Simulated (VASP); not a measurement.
# CsPbCl3 (Pm-3m) in VASP: settings compared, part 2 of 2

VASP 6.6.1.

## (5) Relaxation of cell and atoms, PBEsol

This run uses another cell than the first one, of 35.22 Å³/atom, 0.994 times its volume.

File INCAR:

```
PREC = Accurate
ENCUT = 600
EDIFF = 1E-6
ISMEAR = 0
SIGMA = 0.03
LREAL = F
LASPH = T
NELM = 80
ALGO = Normal
ISIF = 3
LWAVE = F
LCHARG = F
GGA = PS
IBRION = 2
NSW = 90
EDIFFG = -0.01
KPAR = 2
```

File KPOINTS:

```
regular mesh
0
Gamma
  6 6 6
```

File POSCAR:

```
CsPbCl3
1.0
    5.6050000000      0.0000000000      0.0000000000
    0.0000000000      5.6050000000      0.0000000000
    0.0000000000      0.0000000000      5.6050000000
Cs Pb Cl
1 1 3
Direct
    0.0000000000      0.0000000000      0.0000000000
    0.5000000000      0.5000000000      0.5000000000
    0.5000000000      0.5000000000      0.0000000000
    0.0000000000      0.5000000000      0.5000000000
    0.5000000000      0.0000000000      0.5000000000
```

Potentials or basis: VASP PAW PBE potentials, release 64 (Cs_sv, Pb_d, Cl).

Run with:

```sh
> cat potpaw_PBE.64/Cs_sv/POTCAR potpaw_PBE.64/Pb_d/POTCAR potpaw_PBE.64/Cl/POTCAR > POTCAR
> mpirun -np 2 vasp_std > vasp.out
```

OUTCAR:

```text
PREC = Accurate
   ENCUT = 600
   EDIFF = 1E-6
   ISMEAR = 0
   LREAL = F
   LASPH = T
   NELM = 80
   ISIF = 3
   GGA = PS
   IBRION = 2
   NSW = 90
   EDIFFG = -0.01

 ion  position               nearest neighbor table
   1  0.000  0.000  0.000-
   2  0.500  0.500  0.500-   3 2.80   4 2.80   5 2.80   3 2.80   5 2.80   4 2.80
   3  0.500  0.500  0.000-   2 2.80   2 2.80
   4  0.000  0.500  0.500-   2 2.80   2 2.80
   5  0.500  0.000  0.500-   2 2.80   2 2.80

  LATTYP: Found a simple cubic cell.
 ALAT       =     5.6050000000

  Lattice vectors:

 A1 = (   5.6050000000,   0.0000000000,   0.0000000000)
 A2 = (   0.0000000000,   5.6050000000,   0.0000000000)
 A3 = (   0.0000000000,   0.0000000000,   5.6050000000)

Analysis of symmetry for initial positions (statically):
=====================================================================
 Subroutine PRICEL returns:
 Original cell was already a primitive cell.

 Routine SETGRP: Setting up the symmetry group for a
 simple cubic supercell.

 Subroutine GETGRP returns: Found 48 space group operations
 (whereof 48 operations were pure point group operations)
 out of a pool of 48 trial point group operations.

The static configuration has the point symmetry O_h .

Analysis of symmetry for dynamics (positions and initial velocities):
=====================================================================
 Subroutine PRICEL returns:
 Original cell was already a primitive cell.

 Routine SETGRP: Setting up the symmetry group for a
 simple cubic supercell.

 Subroutine GETGRP returns: Found 48 space group operations
 (whereof 48 operations were pure point group operations)
 out of a pool of 48 trial point group operations.

The dynamic configuration has the point symmetry O_h .

 Subroutine INISYM returns: Found 48 space group operations
 (whereof 48 operations are pure point group operations),
 and found     1 'primitive' translations

----------------------------------------------------------------------------------------

                                     Primitive cell

  volume of cell :     176.0868

  direct lattice vectors                    reciprocal lattice vectors
     5.605000000  0.000000000  0.000000000     0.178412132  0.000000000  0.000000000
     0.000000000  5.605000000  0.000000000     0.000000000  0.178412132  0.000000000
     0.000000000  0.000000000  5.605000000     0.000000000  0.000000000  0.178412132

  length of vectors
     5.605000000  5.605000000  5.605000000     0.178412132  0.178412132  0.178412132

  position of ions in fractional coordinates (direct lattice)
     0.000000000  0.000000000  0.000000000
     0.500000000  0.500000000  0.500000000
[... 112 lines left out ...]
  energy-cutoff  :      600.00
  volume of cell :      176.09
 maximum number of plane-waves:      5910
 NGX is ok and might be reduce to    48
   NGX = 23   NGY = 23   NGZ = 23

--------------------------------------- Ionic step        1  -------------------------------------------

 number of electron      43.9999992 magnetization

 Free energy of the ion-electron system (eV)
  ---------------------------------------------------
  ext. energy  EPLUGINS =         0.00000000
  ---------------------------------------------------
  free energy    TOTEN  =       -18.38195951 eV

  energy without entropy =      -18.38195951  energy(sigma->0) =      -18.38195951

------------------------ aborting loop because EDIFF is reached ----------------------------------------

  FORCE on cell =-STRESS in cart. coord.  units (eV):
  Direction    XX          YY          ZZ          XY          YZ          ZX
  --------------------------------------------------------------------------------------
  -------------------------------------------------------------------------------------
  Total        0.2048641      0.2048641      0.2048641     -0.0000000      0.0000000     -0.0000000
  in kB        1.8640157      1.8640157      1.8640157     -0.0000000      0.0000000     -0.0000000
  external PRESSURE =       1.8640157 kB  Pullay stress =       0.0000000 kB

 VOLUME and BASIS-vectors are now :
 -----------------------------------------------------------------------------
  energy-cutoff  :      600.00
  volume of cell :      176.09
      direct lattice vectors                 reciprocal lattice vectors
     5.605000000  0.000000000  0.000000000     0.178412132  0.000000000  0.000000000
     0.000000000  5.605000000  0.000000000     0.000000000  0.178412132  0.000000000
     0.000000000  0.000000000  5.605000000     0.000000000  0.000000000  0.178412132

 POSITION                                       TOTAL-FORCE (eV/Angst)
 -----------------------------------------------------------------------------------
      0.00000      0.00000      0.00000         0.000000      0.000000      0.000000
      2.80250      2.80250      2.80250         0.000000      0.000000      0.000000
      2.80250      2.80250      0.00000         0.000000      0.000000      0.000000
      0.00000      2.80250      2.80250         0.000000      0.000000      0.000000
      2.80250      0.00000      2.80250         0.000000      0.000000      0.000000
 -----------------------------------------------------------------------------------
    total drift:                                0.000000     -0.000000     -0.000000

  FREE ENERGIE OF THE ION-ELECTRON SYSTEM (eV)
  ---------------------------------------------------
  free  energy   TOTEN  =       -18.3819595059 eV

  energy  without entropy=      -18.3819595059  energy(sigma->0) =      -18.38195951

--------------------------------------- Ionic step        2  -------------------------------------------

 number of electron      43.9999993 magnetization

 Free energy of the ion-electron system (eV)
  ---------------------------------------------------
  ext. energy  EPLUGINS =         0.00000000
  ---------------------------------------------------
  free energy    TOTEN  =       -18.38271673 eV

  energy without entropy =      -18.38271673  energy(sigma->0) =      -18.38271673

 E-fermi :   1.7587     XC(G=0):  -7.9827

 val. band max:        1.6371087141   @ k =   0.5000   0.5000   0.5000
 cond. band min:       3.4703136997   @ k =   0.5000   0.5000   0.5000
 fundamental gap:      1.8332049857
 Fermi energy:         1.7587117943

 k-point     1 :       0.0000    0.0000    0.0000
  band No.  band energies     occupation
      1     -19.6779      2.00000
      2     -15.1055      2.00000
      3     -15.1055      2.00000
      4     -14.8590      2.00000
      5     -14.8590      2.00000
      6     -14.8590      2.00000
[... 569 lines left out ...]
     25       3.4703      0.00000
     26       6.6548      0.00000

------------------------ aborting loop because EDIFF is reached ----------------------------------------

  FORCE on cell =-STRESS in cart. coord.  units (eV):
  Direction    XX          YY          ZZ          XY          YZ          ZX
  --------------------------------------------------------------------------------------
  -------------------------------------------------------------------------------------
  Total        0.0399395      0.0399395      0.0399395     -0.0000000      0.0000000      0.0000000
  in kB        0.3612551      0.3612551      0.3612551     -0.0000000      0.0000000      0.0000000
  external PRESSURE =       0.3612551 kB  Pullay stress =       0.0000000 kB

 VOLUME and BASIS-vectors are now :
 -----------------------------------------------------------------------------
  energy-cutoff  :      600.00
  volume of cell :      177.13
      direct lattice vectors                 reciprocal lattice vectors
     5.616079053  0.000000000 -0.000000000     0.178060172  0.000000000 -0.000000000
    -0.000000000  5.616079053  0.000000000    -0.000000000  0.178060172  0.000000000
     0.000000000  0.000000000  5.616079053     0.000000000 -0.000000000  0.178060172

 POSITION                                       TOTAL-FORCE (eV/Angst)
 -----------------------------------------------------------------------------------
      0.00000      0.00000      0.00000        -0.000000      0.000000      0.000000
      2.80804      2.80804      2.80804         0.000000      0.000000      0.000000
      2.80804      2.80804      0.00000        -0.000000      0.000000      0.000000
      0.00000      2.80804      2.80804        -0.000000      0.000000      0.000000
      2.80804      0.00000      2.80804        -0.000000      0.000000      0.000000
 -----------------------------------------------------------------------------------
    total drift:                                0.000000     -0.000000     -0.000000

  FREE ENERGIE OF THE ION-ELECTRON SYSTEM (eV)
  ---------------------------------------------------
  free  energy   TOTEN  =       -18.3827167325 eV

  energy  without entropy=      -18.3827167325  energy(sigma->0) =      -18.38271673

 reached required accuracy - stopping structural energy minimisation
```

Wall time 74 s (2 MPI ranks of Intel Xeon Platinum 8559C (Emerald Rapids), shared host); peak memory 0.4 GiB.

What came out:

| Quantity | Value |
| --- | --- |
| Free energy | -18.3827 eV |
| Relaxed volume | 35.43 Å³/atom |
| Relaxed cell | a = 5.616 Å, b = 5.616 Å, c = 5.616 Å, α = 90.00°, β = 90.00°, γ = 90.00° |
| Space group after relaxing (to 0.05 Å) | Pm-3m (No. 221) |
| Energy gained by relaxing | 0.2 meV/atom |
| Ionic steps | 2 |
| Pressure after relaxing | 0.0 GPa |
| Band gap on the k mesh | 1.83 eV, direct |

Step by step:
```tsv
step	energy change (eV)	largest force (eV/Å)	pressure (GPa)	volume (Å³)
1	0.0000	0.0000	0.19	176.09
2	-0.0008	0.0000	0.04	177.13
```

Final structure:
```yaml
crystal:
  lattice:
    - [5.61608, 0.00000, 0.00000]
    - [0.00000, 5.61608, 0.00000]
    - [0.00000, 0.00000, 5.61608]
  atoms:
    - { symbol: Cs, position: [0.00000, 0.00000, 0.00000] }
    - { symbol: Pb, position: [0.50000, 0.50000, 0.50000] }
    - { symbol: Cl, position: [0.50000, 0.50000, 0.00000] }
    - { symbol: Cl, position: [0.00000, 0.50000, 0.50000] }
    - { symbol: Cl, position: [0.50000, 0.00000, 0.50000] }
```

Levels at points of the mesh, in eV from the valence-band top:
```csv
k point,band 18,band 19,band 20,band 21,band 22,band 23,band 24,band 25,band 26
"(0.00, 0.00, 0.00)",-2.59,-2.59,-2.49,-2.49,-2.49,3.24,4.25,4.25,5.14
"(0.50, 0.00, 0.00)",-2.70,-2.70,-2.60,-2.60,-1.67,2.94,4.62,5.17,5.25
"(0.50, 0.50, 0.00)",-2.79,-2.79,-2.72,-2.17,-0.81,2.43,2.43,4.85,5.34
"(0.50, 0.50, 0.50)",-2.71,-2.16,-2.16,-2.16,0.00,1.83,1.83,1.83,5.02
```

Caveat: the PAW data sets were made with another functional, which shifts forces and pressure a little; spin-orbit coupling is left out, which as a rule narrows the gap of such compounds by several tenths of an eV. A k mesh can miss the band edges.

## (6) Relaxation of cell and atoms, PBEsol

Edit INCAR of step 5 so:

```diff
@@ -2,3 +2,3 @@
 ENCUT = 600
-EDIFF = 1E-6
+EDIFF = 1E-7
 ISMEAR = 0
@@ -15,3 +15,3 @@
 NSW = 90
-EDIFFG = -0.01
+EDIFFG = -0.005
 KPAR = 2
```

KPOINTS is that of step 5.

File POSCAR:

```
CsPbCl3                                 
1.0
    5.6160790531      0.0000000000     -0.0000000000
   -0.0000000000      5.6160790531      0.0000000000
    0.0000000000      0.0000000000      5.6160790531
  Cs              Pb              Cl            
     1     1     3
Direct
     0.0000000000000000    0.0000000000000000    0.0000000000000000
     0.5000000000000000    0.5000000000000000    0.5000000000000000
     0.5000000000000000    0.5000000000000000    0.0000000000000000
     0.0000000000000000    0.5000000000000000    0.5000000000000000
     0.5000000000000000    0.0000000000000000    0.5000000000000000
```

Potentials or basis: VASP PAW PBE potentials, release 64 (Cs_sv, Pb_d, Cl).

Run with:

```sh
> cat potpaw_PBE.64/Cs_sv/POTCAR potpaw_PBE.64/Pb_d/POTCAR potpaw_PBE.64/Cl/POTCAR > POTCAR
> mpirun -np 2 vasp_std > vasp.out
```

Wall time 81 s (2 MPI ranks of Intel Xeon Platinum 8559C (Emerald Rapids), shared host); peak memory 0.4 GiB.

The run converged. Its results:

```
Free energy                            : -18.3828 eV
Relaxed volume                         : 35.47 Å³/atom
Relaxed cell                           : a = 5.619 Å, b = 5.619 Å, c = 5.619 Å, α = 90.00°, β = 90.00°, γ = 90.00°
Space group after relaxing (to 0.05 Å) : Pm-3m (No. 221)
Energy gained by relaxing              : 0.0 meV/atom
Ionic steps                            : 2
Pressure after relaxing                : 0.0 GPa
Band gap on the k mesh                 : 1.84 eV, direct
```

Final structure:
```
Cs Pb Cl
1.0
     5.61857    0.00000    0.00000
     0.00000    5.61857    0.00000
     0.00000    0.00000    5.61857
Cs Pb Cl
1 1 3
Direct
  0.00000 0.00000 0.00000
  0.50000 0.50000 0.50000
  0.50000 0.50000 0.00000
  0.00000 0.50000 0.50000
  0.50000 0.00000 0.50000
```

Levels at points of the mesh, in eV from the valence-band top:
| k point | band 18 | band 19 | band 20 | band 21 | band 22 | band 23 | band 24 | band 25 | band 26 |
| --- | --- | --- | --- | --- | --- | --- | --- | --- | --- |
| (0.00, 0.00, 0.00) | -2.58 | -2.58 | -2.48 | -2.48 | -2.48 | 3.24 | 4.26 | 4.26 | 5.15 |
| (0.50, 0.00, 0.00) | -2.69 | -2.69 | -2.59 | -2.59 | -1.67 | 2.94 | 4.63 | 5.18 | 5.26 |
| (0.50, 0.50, 0.00) | -2.78 | -2.78 | -2.71 | -2.16 | -0.81 | 2.43 | 2.43 | 4.86 | 5.35 |
| (0.50, 0.50, 0.50) | -2.70 | -2.15 | -2.15 | -2.15 | 0.00 | 1.84 | 1.84 | 1.84 | 5.02 |

Caveat: the PAW data sets were made with another functional, which shifts forces and pressure a little; spin-orbit coupling is left out, which as a rule narrows the gap of such compounds by several tenths of an eV. A k mesh can miss the band edges.
